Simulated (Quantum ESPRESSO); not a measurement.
# HfC (Fm-3m) in Quantum ESPRESSO: notebook, part 3 of 3

Quantum ESPRESSO 7.5. The steps go on from the part before.

### 5 Single point, PBE+U

File pw.in:

```
&CONTROL
  calculation = 'scf'
  prefix = 'pwscf'
  outdir = './tmp'
  pseudo_dir = './pseudo'
  tprnfor = .true.
  tstress = .true.
  disk_io = 'nowf'
/
&SYSTEM
  ibrav = 0
  A = 3.28804653
  nat = 2
  ntyp = 2
  ecutwfc = 60
  ecutrho = 440
  nbnd = 17
  occupations = 'smearing'
  smearing = 'fd'
  degauss = 0.00367493
/
&ELECTRONS
  conv_thr = 4d-10
  electron_maxstep = 120
  mixing_beta = 0.3
/
ATOMIC_SPECIES
Hf   178.4900 Hf-sp.oncvpsp.upf
C     12.0110 C.pbe-n-kjpaw_psl.1.0.0.UPF
CELL_PARAMETERS alat
   0.0000000000    0.7071067817    0.7071067817
   0.7071067817    0.0000000000    0.7071067817
   0.7071067817    0.7071067817    0.0000000000
ATOMIC_POSITIONS alat
Hf     0.7071067817    0.7071067817    0.7071067817
C      0.0000000000    0.0000000000    0.0000000000
K_POINTS automatic
10 10 10 0 0 0
HUBBARD {ortho-atomic}
U Hf-5d 3.0
```

Potentials or basis: SSSP 1.3 efficiency PBE.

The run is started by

```sh
> OMP_NUM_THREADS=1 pw.x -in pw.in > pw.out
```

pw.out:

```text
This program is part of the open-source Quantum ESPRESSO suite
     for quantum simulation of materials; please cite
         "P. Giannozzi et al., J. Phys.:Condens. Matter 21 395502 (2009);
         "P. Giannozzi et al., J. Phys.:Condens. Matter 29 465901 (2017);
         "P. Giannozzi et al., J. Chem. Phys. 152 154105 (2020);
     in publications or presentations arising from this work. More details at

     file C.pbe-n-kjpaw_psl.1.0.0.UPF: wavefunction(s)  2S 2P renormalized
     Message from routine setup:
     using ibrav=0 with symmetry is DISCOURAGED, use correct ibrav instead

     G-vector sticks info
     --------------------
     sticks:   dense  smooth     PW     G-vecs:    dense   smooth      PW
     Sum        1159     649    199                26469    10777    1893

     Using Slab Decomposition

     bravais-lattice index     =            0
     lattice parameter (alat)  =       6.2135  a.u.
     unit-cell volume          =     169.6272 (a.u.)^3
     number of atoms/cell      =            2
     number of atomic types    =            2
     number of electrons       =        16.00
     number of Kohn-Sham states=           17
     kinetic-energy cutoff     =      60.0000  Ry
     charge density cutoff     =     440.0000  Ry
     scf convergence threshold =      4.0E-10
     mixing beta               =       0.3000
     number of iterations used =            8  plain     mixing
     Exchange-correlation= SLA  PW   PBX  PBC
                           (   1   4   3   4   0   0   0)
     Hubbard projectors: ortho-atomic
     Hubbard parameters of DFT+U (Dudarev formulation) in eV:
     U(Hf-5d) =  3.0000

     Internal variables: lda_plus_u =T, lda_plus_u_kind = 0

     Internal variables: orbital_resolved =F, hub_pot_fix =F, apply_U = F

     celldm(1)=   6.213507  celldm(2)=   0.000000  celldm(3)=   0.000000
     celldm(4)=   0.000000  celldm(5)=   0.000000  celldm(6)=   0.000000

     crystal axes: (cart. coord. in units of alat)
               a(1) = (   0.000000   0.707107   0.707107 )
               a(2) = (   0.707107   0.000000   0.707107 )
               a(3) = (   0.707107   0.707107   0.000000 )

     reciprocal axes: (cart. coord. in units 2 pi/alat)
               b(1) = ( -0.707107  0.707107  0.707107 )
               b(2) = (  0.707107 -0.707107  0.707107 )
               b(3) = (  0.707107  0.707107 -0.707107 )

     PseudoPot. # 1 for Hf read from file:
     Hf-sp.oncvpsp.upf
     Pseudo is Norm-conserving + core correction, Zval = 12.0
     Generated using ONCVPSP code by D. R. Hamann
     Using radial grid of 1656 points,  8 beta functions with:
                l(1) =   0
                l(2) =   0
                l(3) =   1
                l(4) =   1
                l(5) =   2
                l(6) =   2
                l(7) =   3
                l(8) =   3

     PseudoPot. # 2 for C  read from file:
     C.pbe-n-kjpaw_psl.1.0.0.UPF
     Pseudo is Projector augmented-wave + core cor, Zval =  4.0
     Generated using "atomic" code by A. Dal Corso  v.5.1
     Shape of augmentation charge: PSQ
     Using radial grid of 1073 points,  4 beta functions with:
                l(1) =   0
                l(2) =   0
                l(3) =   1
                l(4) =   1
     Q(r) pseudized with 0 coefficients

     atomic species   valence    mass     pseudopotential
     Hf               12.00   178.49000     Hf( 1.00)
     C                 4.00    12.01100     C ( 1.00)

     48 Sym. Ops., with inversion, found

   Cartesian axes

     site n.     atom                  positions (alat units)
         1        Hf     tau(   1) = (   0.7071068   0.7071068   0.7071068  )
         2        C      tau(   2) = (   0.0000000   0.0000000   0.0000000  )

     number of k points=    47  Fermi-Dirac smearing, width (Ry)=  0.0037
                       cart. coord. in units 2pi/alat
        k(    1) = (   0.0000000   0.0000000   0.0000000), wk =   0.0020000
        k(    2) = (   0.0707107   0.0707107  -0.0707107), wk =   0.0160000
        k(    3) = (   0.1414214   0.1414214  -0.1414214), wk =   0.0160000
        k(    4) = (   0.2121320   0.2121320  -0.2121320), wk =   0.0160000
        k(    5) = (   0.2828427   0.2828427  -0.2828427), wk =   0.0160000
        k(    6) = (  -0.3535534  -0.3535534   0.3535534), wk =   0.0080000
[... 39 lines left out ...]
        k(   46) = (  -0.0707107  -0.3535534   0.6363961), wk =   0.0480000
        k(   47) = (  -0.7071068   0.2828427   0.0000000), wk =   0.0240000

     Dense  grid:    26469 G-vectors     FFT dimensions: (  45,  45,  45)

     Smooth grid:    10777 G-vectors     FFT dimensions: (  32,  32,  32)

     Initial potential from superposition of free atoms

     starting charge      15.9981, renormalised to      16.0000

     STARTING HUBBARD OCCUPATIONS:

     =================== HUBBARD OCCUPATIONS ===================
     ------------------------ ATOM    1 ------------------------
     Tr[ns(  1)] =   2.00000
     eigenvalues:
       0.200  0.200  0.200  0.200  0.200
     eigenvectors (columns):
       1.000  0.000  0.000  0.000  0.000
       0.000  1.000  0.000  0.000  0.000
       0.000  0.000  1.000  0.000  0.000
       0.000  0.000  0.000  1.000  0.000
       0.000  0.000  0.000  0.000  1.000
     occupation matrix ns (before diag.):
       0.200  0.000  0.000  0.000  0.000
       0.000  0.200  0.000  0.000  0.000
       0.000  0.000  0.200  0.000  0.000
       0.000  0.000  0.000  0.200  0.000
       0.000  0.000  0.000  0.000  0.200

     Number of occupied Hubbard levels =    2.0000

     Atomic wfc used for Hubbard projectors are orthogonalized

     Starting wfcs are   14 randomized atomic wfcs +    3 random wfcs

     Self-consistent Calculation

     iteration #  1     ecut=    60.00 Ry     beta= 0.30
     Davidson diagonalization with overlap
     ethr =  1.00E-02,  avg # of iterations =  5.4

     =================== HUBBARD OCCUPATIONS ===================
     ------------------------ ATOM    1 ------------------------
     Tr[ns(  1)] =   1.79286
     eigenvalues:
       0.125  0.125  0.125  0.260  0.260
     eigenvectors (columns):
       0.000  0.000  0.000 -0.122 -0.993
       0.228 -0.228  0.947  0.000  0.000
       0.645 -0.693 -0.322  0.000 -0.000
      -0.000 -0.000 -0.000  0.993 -0.122
      -0.729 -0.684  0.011 -0.000 -0.000
     occupation matrix ns (before diag.):
       0.260 -0.000 -0.000  0.000  0.000
      -0.000  0.125 -0.000  0.000  0.000
      -0.000 -0.000  0.125  0.000  0.000
       0.000  0.000  0.000  0.260 -0.000
       0.000  0.000  0.000 -0.000  0.125
[... 59 lines left out ...]
     total energy              =    -131.19186988 Ry
     estimated scf accuracy    <          2.8E-09 Ry

     iteration # 10     ecut=    60.00 Ry     beta= 0.30
     Davidson diagonalization with overlap
     ethr =  1.75E-11,  avg # of iterations =  2.0

     End of self-consistent calculation

     =================== HUBBARD OCCUPATIONS ===================
     ------------------------ ATOM    1 ------------------------
     Tr[ns(  1)] =   2.70770
     eigenvalues:
       0.216  0.216  0.216  0.352  0.352
     eigenvectors (columns):
      -0.000 -0.000  0.000 -0.209 -0.978
      -0.226  0.233  0.946  0.000  0.000
      -0.631  0.705 -0.324  0.000  0.000
       0.000  0.000 -0.000  0.978 -0.209
       0.742  0.670  0.012 -0.000 -0.000
     occupation matrix ns (before diag.):
       0.352 -0.000 -0.000  0.000  0.000
      -0.000  0.216 -0.000  0.000  0.000
      -0.000 -0.000  0.216  0.000  0.000
       0.000  0.000  0.000  0.352 -0.000
       0.000  0.000  0.000 -0.000  0.216

     Number of occupied Hubbard levels =    2.7077

          k = 0.0000 0.0000 0.0000 (  1363 PWs)   bands (ev):

   -45.9112 -14.3262 -14.3262 -14.3262   3.2793  16.7336  16.7336  16.7336
    17.5762  17.5762  17.5762  19.1640  19.1640  22.3905  26.3819  39.7205
    39.7205

          k = 0.0707 0.0707-0.0707 (  1345 PWs)   bands (ev):

   -45.9072 -14.3928 -14.3326 -14.3326   3.5306  15.5021  15.8065  15.8065
    17.9374  17.9374  18.1854  20.2434  20.2434  22.9555  27.0639  36.9881
    38.1515
[... 169 lines left out ...]
          k =-0.7071 0.0000 0.0000 (  1338 PWs)   bands (ev):

   -45.8502 -14.9102 -14.5544 -14.5544   5.4415  12.9536  14.4371  15.5682
    15.5682  21.0684  22.8726  22.8726  23.8172  24.9454  27.9972  33.7388
    33.7388

          k = 0.2828 0.1414 0.0000 (  1340 PWs)   bands (ev):

   -45.8844 -14.6217 -14.4290 -14.3699   4.7379  12.5468  14.4044  14.5951
    17.5141  20.1537  20.2501  21.0097  23.2965  25.9373  29.8210  31.5020
    34.5998

          k = 0.3536 0.2121-0.0707 (  1331 PWs)   bands (ev):

   -45.8678 -14.7606 -14.4778 -14.3914   5.5756  11.6176  13.5279  13.9407
    18.1829  20.6798  21.3531  22.2728  24.4826  26.6500  29.4978  30.5624
    33.0125
[... 79 lines left out ...]
          k =-0.7071 0.2828 0.0000 (  1330 PWs)   bands (ev):

   -45.8567 -14.7797 -14.6717 -14.5600   6.0863  12.9349  13.0387  13.2671
    18.6097  20.6828  22.5262  22.8853  23.9524  28.0859  29.0024  30.5743
    32.5056

     the Fermi energy is    15.8835 ev

!    total energy              =    -131.19186988 Ry
     estimated scf accuracy    <          2.5E-11 Ry
     smearing contrib. (-TS)   =      -0.00013327 Ry
     internal energy E=F+TS    =    -131.19173661 Ry

     The total energy is F=E-TS. E is the sum of the following terms:
     one-electron contribution =      -9.72755383 Ry
     hartree contribution      =      13.11640280 Ry
     xc contribution           =     -33.23526448 Ry
     ewald contribution        =     -95.38758228 Ry
     Hubbard energy            =       0.21281387 Ry
     one-center paw contrib.   =      -6.17055269 Ry

     convergence has been achieved in  10 iterations

     Forces acting on atoms (cartesian axes, Ry/au):

     atom    1 type  1   force =     0.00000000   -0.00000000   -0.00000000
     atom    2 type  2   force =    -0.00000000    0.00000000    0.00000000

     Total force =     0.000000     Total SCF correction =     0.000000

     Computing stress (Cartesian axis) and pressure

          total   stress  (Ry/bohr**3)                   (kbar)     P=       52.94
   0.00035985  -0.00000000  -0.00000000           52.94       -0.00       -0.00
  -0.00000000   0.00035985   0.00000000           -0.00       52.94        0.00
  -0.00000000   0.00000000   0.00035985           -0.00        0.00       52.94

=------------------------------------------------------------------------------=
   JOB DONE.
=------------------------------------------------------------------------------=
```

Wall time 15 s (1 thread of Arm Neoverse V2, shared host); peak memory 0.1 GiB.

Results:

| Quantity | Value |
| --- | --- |
| Free energy | -1784.9563 eV |
| Pressure | 5.3 GPa |
| Band gap on the k mesh | none (metal or under the smearing width) |

Eigenvalues of the final occupation matrices:
| site | spin | trace | eigenvalues |
| --- | --- | --- | --- |
| Hf 1 5d | each | 1.35 | 0.22 0.22 0.22 0.35 0.35 |

Caveat: U without spin polarisation on a metal has little footing; the U is typed as a test and isn't derived for this compound. Spin-orbit coupling is left out, which matters for the levels of Hf.

### 6 Single point, PBE+U

Edit pw.in of step 5 so:

```diff
@@ -39,2 +39,2 @@
 HUBBARD {ortho-atomic}
-U Hf-5d 3.0
+U Hf-5d 4.0
```

Potentials or basis: SSSP 1.3 efficiency PBE.

The run is started by

```sh
> OMP_NUM_THREADS=1 pw.x -in pw.in > pw.out
```

pw.out:

```text
This program is part of the open-source Quantum ESPRESSO suite
     for quantum simulation of materials; please cite
         "P. Giannozzi et al., J. Phys.:Condens. Matter 21 395502 (2009);
         "P. Giannozzi et al., J. Phys.:Condens. Matter 29 465901 (2017);
         "P. Giannozzi et al., J. Chem. Phys. 152 154105 (2020);
     in publications or presentations arising from this work. More details at

     file C.pbe-n-kjpaw_psl.1.0.0.UPF: wavefunction(s)  2S 2P renormalized
     Message from routine setup:
     using ibrav=0 with symmetry is DISCOURAGED, use correct ibrav instead

     G-vector sticks info
     --------------------
     sticks:   dense  smooth     PW     G-vecs:    dense   smooth      PW
     Sum        1159     649    199                26469    10777    1893

     Using Slab Decomposition

     bravais-lattice index     =            0
     lattice parameter (alat)  =       6.2135  a.u.
     unit-cell volume          =     169.6272 (a.u.)^3
     number of atoms/cell      =            2
     number of atomic types    =            2
     number of electrons       =        16.00
     number of Kohn-Sham states=           17
     kinetic-energy cutoff     =      60.0000  Ry
     charge density cutoff     =     440.0000  Ry
     scf convergence threshold =      4.0E-10
     mixing beta               =       0.3000
     number of iterations used =            8  plain     mixing
     Exchange-correlation= SLA  PW   PBX  PBC
                           (   1   4   3   4   0   0   0)
     Hubbard projectors: ortho-atomic
     Hubbard parameters of DFT+U (Dudarev formulation) in eV:
     U(Hf-5d) =  4.0000

     Internal variables: lda_plus_u =T, lda_plus_u_kind = 0
[... 242 lines left out ...]
      -0.000  0.208 -0.000  0.000  0.000
      -0.000 -0.000  0.208  0.000  0.000
       0.000  0.000  0.000  0.353 -0.000
       0.000  0.000  0.000 -0.000  0.208

     Number of occupied Hubbard levels =    2.6580

          k = 0.0000 0.0000 0.0000 (  1363 PWs)   bands (ev):

   -45.9905 -14.3975 -14.3975 -14.3975   3.3389  16.8364  16.8364  16.8364
    17.8633  17.8633  17.8633  19.2786  19.2786  22.4529  26.3747  39.7065
    39.7066

          k = 0.0707 0.0707-0.0707 (  1345 PWs)   bands (ev):
[... 175 lines left out ...]
   -45.9271 -14.9780 -14.6244 -14.6244   5.5927  13.0006  14.7334  15.6516
    15.6516  21.1772  23.1387  23.1387  23.8093  25.0174  28.0669  33.7726
    33.7726

          k = 0.2828 0.1414 0.0000 (  1340 PWs)   bands (ev):

   -45.9620 -14.6907 -14.4985 -14.4408   4.8123  12.6618  14.5310  14.7858
    17.7654  20.3431  20.4779  21.1479  23.3926  26.0255  29.8047  31.5014
    34.5951

          k = 0.3536 0.2121-0.0707 (  1331 PWs)   bands (ev):
[... 85 lines left out ...]
   -45.9357 -14.8448 -14.7381 -14.6281   6.2319  13.0288  13.1628  13.4343
    18.8091  20.9081  22.5754  23.1513  24.0098  28.1584  29.0243  30.5827
    32.5274

     the Fermi energy is    16.0276 ev

!    total energy              =    -131.12146300 Ry
     estimated scf accuracy    <          4.6E-11 Ry
     smearing contrib. (-TS)   =      -0.00010244 Ry
     internal energy E=F+TS    =    -131.12136056 Ry

     The total energy is F=E-TS. E is the sum of the following terms:
     one-electron contribution =      -9.70886726 Ry
     hartree contribution      =      13.10618203 Ry
     xc contribution           =     -33.24018339 Ry
     ewald contribution        =     -95.38758228 Ry
     Hubbard energy            =       0.27944287 Ry
     one-center paw contrib.   =      -6.17035253 Ry

     convergence has been achieved in  10 iterations

     Forces acting on atoms (cartesian axes, Ry/au):

     atom    1 type  1   force =     0.00000000   -0.00000000   -0.00000000
     atom    2 type  2   force =    -0.00000000    0.00000000    0.00000000

     Total force =     0.000000     Total SCF correction =     0.000000

     Computing stress (Cartesian axis) and pressure

          total   stress  (Ry/bohr**3)                   (kbar)     P=       71.21
   0.00048406  -0.00000000  -0.00000000           71.21       -0.00       -0.00
  -0.00000000   0.00048406  -0.00000000           -0.00       71.21       -0.00
  -0.00000000  -0.00000000   0.00048406           -0.00       -0.00       71.21

=------------------------------------------------------------------------------=
   JOB DONE.
=------------------------------------------------------------------------------=
```

Wall time 14 s (1 thread of Arm Neoverse V2, shared host); peak memory 0.1 GiB.

Results:

* Free energy: -1783.9984 eV
* Pressure: 7.1 GPa
* Band gap on the k mesh: none (metal or under the smearing width)

Levels at points of the mesh, in eV from the Fermi level:
```tsv
k point	band 5	band 6	band 7	band 8	band 9	band 10	band 11	band 12
(0.00, 0.00, 0.00)	-12.69	0.81	0.81	0.81	1.84	1.84	1.84	3.25
(0.00, 0.00, -0.50)	-8.83	-6.19	-3.08	-3.08	5.66	5.66	5.84	5.99
(0.00, -0.50, -0.50)	-10.43	-3.03	-1.29	-0.38	-0.38	5.15	7.11	7.11
```

Eigenvalues of the final occupation matrices:
```csv
site,spin,trace,eigenvalues
Hf 1 5d,each,1.33,0.21 0.21 0.21 0.35 0.35
```

Caveat: U without spin polarisation on a metal has little footing; the U is typed as a test and isn't derived for this compound. Spin-orbit coupling is left out, which matters for the levels of Hf.

### 7 The runs side by side

```csv
level,U,mixing beta,gap on the mesh (eV),pressure (GPa)
PBE,-,0.5,none,0.5
PBE+U,Hf d U = 1 eV,0.3,none,2.0
PBE+U,Hf d U = 2 eV,0.3,none,3.6
PBE+U,Hf d U = 3 eV,0.3,none,5.3
PBE+U,Hf d U = 4 eV,0.3,none,7.1
```

Alike in all rows: task single point; potentials or basis SSSP 1.3 efficiency PBE; no spin polarisation; cell as given; k mesh 10 × 10 × 10; cutoff (eV) 816; smearing fermi-dirac 0.05 eV.

Every run on the cell as given and a fine mesh finds a metal. The pressure there spans 0.5 GPa (PBE) to 7.1 GPa (PBE+U); a positive pressure means that this level wants a larger cell, a negative one a smaller.

Caveats: U without spin polarisation on a metal has little footing (some runs); the U is typed as a test and isn't derived for this compound (some runs).

Absolute energies hang on the potentials; compare differences alone.
